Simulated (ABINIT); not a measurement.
# GaN (F-43m) in ABINIT: settings compared, part 2 of 2

ABINIT 10.8.3 (patched build).

## (3) Single point, LDA

The input, run.abi:

```
pp_dirpath "./"
pseudos "Ga.GGA_PBE-JTH.xml, N.GGA_PBE-JTH.xml"

acell 6.0224269985 6.0224269985 6.0224269985
rprim
     0.0000000000     0.7071067812     0.7071067812
     0.7071067812     0.0000000000     0.7071067812
     0.7071067812     0.7071067812     0.0000000000
ntypat 2
znucl 31 7
natom 2
typat 1 2
xcart
     0.0000000000     0.0000000000     0.0000000000
     2.1292494849     2.1292494849     2.1292494849

ecut 31.0
pawecutdg 53.0

kptopt 1
ngkpt 10 10 10
nshiftk 1
shiftk 0.0 0.0 0.0

ixc 7

nband 13
occopt 3
tsmear 0.05 eV

nstep 100
tolvrs 1.0e-9

iomode 3
prtwf 0
prtden 0
prteig 0
prtebands 0
enunit 1
```

Potentials or basis: JTH PAW PBE v2.0.

Run with:

```console
abinit run.abi > log 2>&1
```

run.abo:

```text
.Version 10.8.3 of ABINIT
 Symmetries : space group F-4 3 m (#216); Bravais cF (face-center cubic)
================================================================================
 Values of the parameters that define the memory need of the present run
     intxc =       0    ionmov =       0      iscf =      17    lmnmax =      18
     lnmax =       6     mgfft =      32  mpssoang =       3    mqgrid =    3001
     natom =       2  nloc_mem =       2    nspden =       1   nspinor =       1
    nsppol =       1      nsym =      24    n1xccc =       1    ntypat =       2
    occopt =       3   xclevel =       1
       mpw =        1296          nfft =       32768          nkpt =          47
 PAW method is used; the additional fine FFT grid is defined by:
   mgfftf=        40    nfftf =     64000
================================================================================
================================================================================

--------------------------------------------------------------------------------
------------- Echo of variables that govern the present computation ------------
--------------------------------------------------------------------------------
 -outvars: echo values of preprocessed input variables --------
            acell      6.0224269985E+00  6.0224269985E+00  6.0224269985E+00 Bohr
              amu      6.97230000E+01  1.40067400E+01
             ecut      3.10000000E+01 Hartree
           enunit           1
              ixc           7
         kptrlatt       10    0    0      0   10    0      0    0   10
          kptrlen      6.02242700E+01
            natom           2
            nband          13
            ngfft          32      32      32
          ngfftdg          40      40      40
             nkpt          47
            nstep         100
             nsym          24
           ntypat           2
           occopt           3
        pawecutdg      5.30000000E+01 Hartree
           prtden           0
        prtebands           0
           prteig           0
            prtwf           0
            rprim      0.0000000000E+00  7.0710678120E-01  7.0710678120E-01
                       7.0710678120E-01  0.0000000000E+00  7.0710678120E-01
                       7.0710678120E-01  7.0710678120E-01  0.0000000000E+00
          spgroup         216
           tolvrs      1.00000000E-09
           tsmear      1.83746611E-03 Hartree
            typat      1  2
           useylm           1
           xangst      0.0000000000E+00  0.0000000000E+00  0.0000000000E+00
                       1.1267503030E+00  1.1267503030E+00  1.1267503030E+00
            xcart      0.0000000000E+00  0.0000000000E+00  0.0000000000E+00
                       2.1292494850E+00  2.1292494850E+00  2.1292494850E+00
             xred      0.0000000000E+00  0.0000000000E+00  0.0000000000E+00
                       2.5000000000E-01  2.5000000000E-01  2.5000000000E-01
            znucl       31.00000    7.00000

================================================================================

 chkinp: Checking input parameters for consistency.

================================================================================
== DATASET  1 ==================================================================

--- !DatasetInfo
iteration_state: {dtset: 1, }
dimensions: {natom: 2, nkpt: 47, mband: 13, nsppol: 1, nspinor: 1, nspden: 1, mpw: 1296, }
cutoff_energies: {ecut:  31.0, pawecutdg:  53.0, }
electrons: {nelect:   1.80000000E+01, charge:   0.00000000E+00, occopt:   3.00000000E+00, tsmear:   1.83746611E-03, }
meta: {optdriver: 0, ionmov: 0, optcell: 0, iscf: 17, paral_kgb: 0, }
...

 Exchange-correlation functional for the present dataset will be:
  LDA: Perdew-Wang 92 LSD fit to Ceperley-Alder data - ixc=7
  J.P.Perdew and Y.Wang, PRB 45, 13244 (1992)
[... 83 lines left out ...]
- [  1.98143545E-04,   0.00000000E+00,   0.00000000E+00, ]
- [  0.00000000E+00,   1.98143545E-04,   0.00000000E+00, ]
- [  0.00000000E+00,   0.00000000E+00,   1.98143545E-04, ]
pressure_GPa:  -5.8296E+00
xred      :
- [  0.0000E+00,   0.0000E+00,   0.0000E+00, Ga]
- [  2.5000E-01,   2.5000E-01,   2.5000E-01,  N]
cartesian_forces: # hartree/bohr
- [ -0.00000000E+00,  -0.00000000E+00,  -0.00000000E+00, ]
- [ -0.00000000E+00,  -0.00000000E+00,  -0.00000000E+00, ]
force_length_stats: {min:   0.00000000E+00, max:   0.00000000E+00, mean:   0.00000000E+00, }
...

 Integrated electronic density in atomic spheres:
 ------------------------------------------------
 Atom  Sphere_radius  Integrated_density
    1        2.10359         11.20440009
    2        1.20497          2.55723087

================================================================================

 ----iterations are completed or convergence reached----

 Mean square residual over all n,k,spin=   17.499E-09; max=  91.612E-07
 reduced coordinates (array xred) for    2 atoms
       0.000000000000      0.000000000000      0.000000000000
       0.250000000000      0.250000000000      0.250000000000
 rms dE/dt=  0.0000E+00; max dE/dt=  0.0000E+00; dE/dt below (all hartree)
    1       0.000000000000      0.000000000000      0.000000000000
    2       0.000000000000      0.000000000000      0.000000000000

 cartesian coordinates (angstrom) at end:
    1      0.00000000000000     0.00000000000000     0.00000000000000
    2      1.12675030300373     1.12675030300373     1.12675030300373

 cartesian forces (hartree/bohr) at end:
    1     -0.00000000000000    -0.00000000000000    -0.00000000000000
    2     -0.00000000000000    -0.00000000000000    -0.00000000000000
 frms,max,avg= 0.0000000E+00 0.0000000E+00   0.000E+00  0.000E+00  0.000E+00 h/b

 cartesian forces (eV/Angstrom) at end:
    1     -0.00000000000000    -0.00000000000000    -0.00000000000000
    2     -0.00000000000000    -0.00000000000000    -0.00000000000000
 frms,max,avg= 0.0000000E+00 0.0000000E+00   0.000E+00  0.000E+00  0.000E+00 e/A
 length scales=  6.022426998500  6.022426998500  6.022426998500 bohr
              =  3.186931119771  3.186931119771  3.186931119771 angstroms
 Fermi (or HOMO) energy (eV) =   6.31131   Average Vxc (eV)= -11.04822
 Eigenvalues (   eV  ) for nkpt=  47  k points:
 kpt#   1, nband= 13, wtk=  0.00100, kpt=  0.0000  0.0000  0.0000 (reduced coord)
 -10.42542   -8.08957   -8.08957   -8.08957   -7.76962   -7.76962    5.39693    5.39693
   5.39693    7.13798   15.49937   15.49937   15.49937
 prteigrs : prtvol=0 or 1, do not print more k-points.

--- !EnergyTerms
iteration_state     : {dtset: 1, }
comment             : Components of total free energy in Hartree
kinetic             :  1.09026035680897E+01
hartree             :  2.33457102541125E+01
xc                  : -4.29846500444618E+00
Ewald energy        : -5.83371585563683E+01
psp_core            :  3.11292356461323E+00
local_psp           : -6.48869132163862E+01
PAW spherical_terms :  8.59649401143355E-01
internal            : -8.93016499892420E+01
'-kT*entropy'       : -9.20864774763406E-12
total_energy        : -8.93016499892512E+01
total_energy_eV     : -2.43002169026092E+03
...

--- !EnergyTermsDC
iteration_state     : {dtset: 1, }
comment             : '"Double-counting" decomposition of free energy'
band_energy         : -3.01521604150039E+00
Ewald energy        : -5.83371585563683E+01
psp_core            :  3.11292356461323E+00
xc_dc               : -2.23995424985521E+01
PAW spherical_terms : -8.66265639084631E+00
internal            : -8.93016499226539E+01
'-kT*entropy'       : -9.20864774763406E-12
total_energy_dc     : -8.93016499226631E+01
total_energy_dc_eV  : -2.43002168844896E+03
...

--- !EnergyTermsWithPAWCore
iteration_state     : {dtset: 1, }
comment             : 'Components of total free energy, including PAW core contributions'
Total energy        : -1.99568555107654E+03
Total energy DC     : -1.99568555100995E+03
Total energy (eV)   : -5.43053703558670E+04
Total energy DC (eV): -5.43053703540551E+04
...

 Cartesian components of stress tensor (hartree/bohr^3)
  sigma(1 1)=  1.98143545E-04  sigma(3 2)=  0.00000000E+00
  sigma(2 2)=  1.98143545E-04  sigma(3 1)=  0.00000000E+00
  sigma(3 3)=  1.98143545E-04  sigma(2 1)=  0.00000000E+00

-Cartesian components of stress tensor (GPa)         [Pressure= -5.8296E+00 GPa]
- sigma(1 1)=  5.82958436E+00  sigma(3 2)=  0.00000000E+00
- sigma(2 2)=  5.82958436E+00  sigma(3 1)=  0.00000000E+00
- sigma(3 3)=  5.82958436E+00  sigma(2 1)=  0.00000000E+00

== END DATASET(S) ==============================================================
================================================================================

 -outvars: echo values of variables after computation  --------
            acell      6.0224269985E+00  6.0224269985E+00  6.0224269985E+00 Bohr
           etotal     -8.9301649923E+01
            fcart     -0.0000000000E+00 -0.0000000000E+00 -0.0000000000E+00
                      -0.0000000000E+00 -0.0000000000E+00 -0.0000000000E+00
            rprim      0.0000000000E+00  7.0710678120E-01  7.0710678120E-01
                       7.0710678120E-01  0.0000000000E+00  7.0710678120E-01
                       7.0710678120E-01  7.0710678120E-01  0.0000000000E+00
           strten      1.9814354487E-04  1.9814354487E-04  1.9814354487E-04
                       0.0000000000E+00  0.0000000000E+00  0.0000000000E+00
           xangst      0.0000000000E+00  0.0000000000E+00  0.0000000000E+00
                       1.1267503030E+00  1.1267503030E+00  1.1267503030E+00
             xred      0.0000000000E+00  0.0000000000E+00  0.0000000000E+00
                       2.5000000000E-01  2.5000000000E-01  2.5000000000E-01
 Calculation completed.
```

Wall time 23 s (1 thread of Arm Neoverse V2, shared host); peak memory 0.1 GiB.

Results:

| Item | Value |
| --- | --- |
| Free energy | -2430.0217 eV |
| Pressure | -5.8 GPa |
| Band gap on the k mesh | 1.74 eV, direct |
| Valence electrons inside the program's atomic spheres | Ga 11.20; N 2.56 |

Caveat: the PAW data sets were made with another functional, which shifts forces and pressure a little.

## (4) Single point, PBEsol

Changes to run.abi since step 3:

```diff
@@ -18,2 +18,3 @@
 pawecutdg 53.0
+pawxcdev 0
 
@@ -24,3 +25,3 @@
 
-ixc 7
+ixc -116133
```

Potentials or basis: JTH PAW PBE v2.0.

Run with:

```console
abinit run.abi > log 2>&1
```

run.abo:

```text
.Version 10.8.3 of ABINIT
 Symmetries : space group F-4 3 m (#216); Bravais cF (face-center cubic)
================================================================================
 Values of the parameters that define the memory need of the present run
     intxc =       0    ionmov =       0      iscf =      17    lmnmax =      18
     lnmax =       6     mgfft =      32  mpssoang =       3    mqgrid =    3001
     natom =       2  nloc_mem =       2    nspden =       1   nspinor =       1
    nsppol =       1      nsym =      24    n1xccc =       1    ntypat =       2
    occopt =       3   xclevel =       2
       mpw =        1296          nfft =       32768          nkpt =          47
 PAW method is used; the additional fine FFT grid is defined by:
   mgfftf=        40    nfftf =     64000
================================================================================
================================================================================

--------------------------------------------------------------------------------
------------- Echo of variables that govern the present computation ------------
--------------------------------------------------------------------------------
 -outvars: echo values of preprocessed input variables --------
            acell      6.0224269985E+00  6.0224269985E+00  6.0224269985E+00 Bohr
              amu      6.97230000E+01  1.40067400E+01
             ecut      3.10000000E+01 Hartree
           enunit           1
              ixc     -116133
         kptrlatt       10    0    0      0   10    0      0    0   10
          kptrlen      6.02242700E+01
[... 204 lines left out ...]
PAW spherical_terms : -8.61974545678876E+00
internal            : -8.90925269472200E+01
'-kT*entropy'       : -1.96526983986176E-11
total_energy_dc     : -8.90925269472396E+01
total_energy_dc_eV  : -2.42433116239181E+03
...

--- !EnergyTermsWithPAWCore
iteration_state     : {dtset: 1, }
comment             : 'Components of total free energy, including PAW core contributions'
Total energy        : -1.99718174660492E+03
Total energy DC     : -1.99718174263309E+03
Total energy (eV)   : -5.43460839102894E+04
Total energy DC (eV): -5.43460838022104E+04
...

 Cartesian components of stress tensor (hartree/bohr^3)
  sigma(1 1)=  1.45312395E-05  sigma(3 2)=  0.00000000E+00
  sigma(2 2)=  1.45312395E-05  sigma(3 1)=  0.00000000E+00
  sigma(3 3)=  1.45312395E-05  sigma(2 1)=  0.00000000E+00

-Cartesian components of stress tensor (GPa)         [Pressure= -4.2752E-01 GPa]
- sigma(1 1)=  4.27523826E-01  sigma(3 2)=  0.00000000E+00
- sigma(2 2)=  4.27523826E-01  sigma(3 1)=  0.00000000E+00
- sigma(3 3)=  4.27523826E-01  sigma(2 1)=  0.00000000E+00

== END DATASET(S) ==============================================================
================================================================================

 -outvars: echo values of variables after computation  --------
            acell      6.0224269985E+00  6.0224269985E+00  6.0224269985E+00 Bohr
           etotal     -8.9092526947E+01
            fcart      2.9639022042E-30  4.9398370070E-31 -2.9639022042E-30
                      -2.9639022042E-30 -4.9398370070E-31  2.9639022042E-30
            rprim      0.0000000000E+00  7.0710678120E-01  7.0710678120E-01
                       7.0710678120E-01  0.0000000000E+00  7.0710678120E-01
                       7.0710678120E-01  7.0710678120E-01  0.0000000000E+00
           strten      1.4531239477E-05  1.4531239477E-05  1.4531239477E-05
                       0.0000000000E+00  0.0000000000E+00  0.0000000000E+00
           xangst      0.0000000000E+00  0.0000000000E+00  0.0000000000E+00
                       1.1267503030E+00  1.1267503030E+00  1.1267503030E+00
             xred      0.0000000000E+00  0.0000000000E+00  0.0000000000E+00
                       2.5000000000E-01  2.5000000000E-01  2.5000000000E-01
 Calculation completed.
```

Run time: 28 s. Hardware: 1 thread of Arm Neoverse V2, shared host; peak memory 0.12 GiB.

Results:

```yaml
Free_energy: -2424.3312 eV
Pressure: -0.4 GPa
Band_gap_on_the_k_mesh: 1.66 eV, direct
Valence_electrons_inside_the_program's_atomic_spheres: Ga 11.19; N 2.56
```

Caveat: the PAW data sets were made with another functional, which shifts forces and pressure a little.

## (5) Single point, RPBE

Changes to run.abi since step 4:

```diff
@@ -25,3 +25,3 @@
 
-ixc -116133
+ixc 15
```

Run with:

```console
abinit run.abi > log 2>&1
```

Wall time 23 s (1 thread of Arm Neoverse V2, shared host); peak memory 0.12 GiB.

It converged, with:

```yaml
Free_energy: -2423.5171 eV
Pressure: 9.8 GPa
Band_gap_on_the_k_mesh: 1.74 eV, direct
Valence_electrons_inside_the_program's_atomic_spheres: Ga 11.18; N 2.57
```

Levels at points of the mesh, in eV from the valence-band top:
| k point | band 7 | band 8 | band 9 | band 10 | band 11 | band 12 |
| --- | --- | --- | --- | --- | --- | --- |
| (0.00, 0.00, 0.00) | 0.00 | 0.00 | 0.00 | 1.74 | 10.37 | 10.37 |
| (0.50, 0.00, 0.00) | -7.00 | -0.97 | -0.97 | 4.70 | 8.79 | 10.41 |
| (0.50, 0.50, 0.00) | -6.09 | -2.70 | -2.70 | 3.40 | 6.74 | 11.81 |

Caveat: the PAW data sets were made with another functional, which shifts forces and pressure a little.

## (6) Single point, BLYP

Changes to run.abi since step 5:

```diff
@@ -25,3 +25,3 @@
 
-ixc 15
+ixc -106131
```

Potentials or basis: JTH PAW PBE v2.0.

Run with:

```console
abinit run.abi > log 2>&1
```

Wall time 25 s (1 thread of Arm Neoverse V2, shared host); peak memory 0.12 GiB.

The run converged. Its results:

| Quantity | Value |
| --- | --- |
| Free energy | -2424.3601 eV |
| Pressure | 10.8 GPa |
| Band gap on the k mesh | 1.84 eV, direct |
| Valence electrons inside the program's atomic spheres | Ga 11.20; N 2.60 |

Levels at points of the mesh, in eV from the valence-band top:
```tsv
k point	band 7	band 8	band 9	band 10	band 11	band 12
(0.00, 0.00, 0.00)	0.00	0.00	0.00	1.84	10.31	10.31
(0.50, 0.00, 0.00)	-6.96	-0.96	-0.96	4.68	8.88	10.43
(0.50, 0.50, 0.00)	-6.11	-2.67	-2.67	3.61	6.67	11.86
```

Caveat: the PAW data sets were made with another functional, which shifts forces and pressure a little.

## (7) The runs side by side

```csv
level,gap on the mesh (eV),pressure (GPa)
PBE,1.71,5.6
LDA,1.74,-5.8
PBEsol,1.66,-0.4
RPBE,1.74,9.8
BLYP,1.84,10.8
```

Alike in all rows: task single point; potentials or basis JTH PAW PBE v2.0; no spin polarisation; cell as given; k mesh 10 × 10 × 10; cutoff (eV) 844; smearing fermi-dirac 0.05 eV.

On the cell as given the gap runs from 1.66 eV (PBEsol) to 1.84 eV (BLYP). The pressure there spans -5.8 GPa (LDA) to 10.8 GPa (BLYP); a positive pressure means that this level wants a larger cell, a negative one a smaller.

Caveats: the PAW data sets were made with another functional, which shifts forces and pressure a little (some runs).

Total energies depend on the potentials used, so only differences within one code and one set of settings carry meaning.

## (8) Against experiment

Step 2. A measured gap of GaN is 3.299 eV (direct; 0 K; a printed reference work, textbook); the calculated 1.71 eV misses it by -1.59 eV. Spin-orbit coupling on Ga is left out. The value is that of PBE, without temperature or zero-point motion. Semilocal functionals fall short of measured gaps as a rule. The cell is a database's relaxed one, not the measured one, which moves gaps too.

Step 3. A measured gap of GaN is 3.299 eV (direct; 0 K; a printed reference work, textbook); the calculated 1.74 eV misses it by -1.56 eV. Spin-orbit coupling on Ga is left out. The value is that of LDA, without temperature or zero-point motion. Semilocal functionals fall short of measured gaps as a rule. The cell is a database's relaxed one, not the measured one, which moves gaps too.

Step 4. Against the measured gap of GaN, 3.299 eV (direct; 0 K; a printed reference work, textbook), the calculated 1.66 eV is off by -1.64 eV. Spin-orbit coupling on Ga is left out. The value is that of PBEsol, without temperature or zero-point motion. Semilocal functionals fall short of measured gaps as a rule. The cell is a database's relaxed one, not the measured one, which moves gaps too.

Step 5. Measured gap of GaN: 3.299 eV (direct; 0 K; a printed reference work, textbook). This calculation gives 1.74 eV (-1.56 eV). Spin-orbit coupling on Ga is left out. The value is that of RPBE, without temperature or zero-point motion. Semilocal functionals fall short of measured gaps as a rule. The cell is a database's relaxed one, not the measured one, which moves gaps too.

Step 6. A measured gap of GaN is 3.299 eV (direct; 0 K; a printed reference work, textbook); the calculated 1.84 eV misses it by -1.46 eV. Spin-orbit coupling on Ga is left out. The value is that of BLYP, without temperature or zero-point motion. Semilocal functionals fall short of measured gaps as a rule. The cell is a database's relaxed one, not the measured one, which moves gaps too.
